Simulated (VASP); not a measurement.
# CdO (Monteponite): relaxation of cell and atoms with RPBE+D3(BJ)

The system is CdO (Monteponite).

```
Cd O
1.0
     0.00000    2.34950    2.34950
     2.34950    0.00000    2.34950
     2.34950    2.34950    0.00000
Cd O
1 1
Direct
  0.00000 0.00000 0.00000
  0.50000 0.50000 0.50000
```

```
Program                : VASP 6.6.1
Task                   : relaxation of cell and atoms
Functional             : RPBE
Dispersion             : D3(BJ)
Potentials or basis    : VASP PAW PBE potentials, release 64 (Cd, O)
Cutoff                 : 600 eV
k mesh                 : 10 × 10 × 10
Occupations            : fermi-dirac, width 0.02 eV
Spin                   : collinear spin, random start
Starting moments       : [-0.23, 0.0] μB
Optimiser              : BFGS
Further INCAR settings : ALGO = Normal; EDIFF = 1.00e-06
```

- Relaxed volume: 12.18 Å³/atom
- Relaxed cell: a = 3.254 Å, b = 3.254 Å, c = 3.254 Å, α = 60.00°, β = 60.00°, γ = 60.00°
- Space group after relaxing (to 0.05 Å): Fm-3m (No. 225)
- Energy gained by relaxing: 23.1 meV/atom
- Ionic steps: 4
- Pressure after relaxing: -0.1 GPa
- Band gap on the k mesh: none (metal or under the smearing width)
- Net moment: 0.00 μB per cell
- Valence electrons inside the program's atomic spheres: Cd 10.31; O 4.98
- Dispersion energy per atom: -1.348 eV

The path:
```csv
step,energy change (eV),largest force (eV/Å),pressure (GPa),volume (Å³)
1,0.0000,0.0000,-9.56,25.94
2,-0.0215,0.0000,-7.35,25.51
3,-0.0452,0.0000,1.20,24.19
4,-0.0463,0.0000,-0.11,24.36
```

Final structure:
```
Cd O
1.0
     0.00000    2.30091    2.30091
     2.30091    0.00000    2.30091
     2.30091    2.30091    0.00000
Cd O
1 1
Direct
  0.00000 0.00000 0.00000
  0.50000 0.50000 0.50000
```

Levels at points of the mesh, in eV from the Fermi level:
Spin up:
```csv
k point,band 6,band 7,band 8,band 9,band 10,band 11,band 12,band 13
"(0.00, 0.00, 0.00)",-6.56,-1.62,-1.62,-1.62,-0.28,15.11,17.49,17.49
"(0.50, 0.00, 0.00)",-6.28,-4.00,-0.05,-0.05,4.51,7.80,12.33,12.33
"(0.50, 0.50, 0.00)",-5.72,-4.81,-2.66,-2.66,4.22,8.87,11.46,13.98
```
Spin down:
```csv
k point,band 6,band 7,band 8,band 9,band 10,band 11,band 12,band 13
"(0.00, 0.00, 0.00)",-6.56,-1.62,-1.62,-1.62,-0.28,15.11,17.49,17.49
"(0.50, 0.00, 0.00)",-6.28,-4.00,-0.05,-0.05,4.51,7.80,12.33,12.33
"(0.50, 0.50, 0.00)",-5.72,-4.81,-2.66,-2.66,4.22,8.87,11.46,13.98
```

It took 89 s on 1 thread of Intel(R) Xeon(R) Platinum 8488C (Sapphire Rapids), with other jobs on the host, peak memory 0.2 GiB.

Caveat: the PAW data sets were made with another functional, which shifts forces and pressure a little; pairwise dispersion overbinds metals, which lowers pressure and volume; this crystal is a semiconductor, whose small gap the functional closes, so the metal is an error of the method.
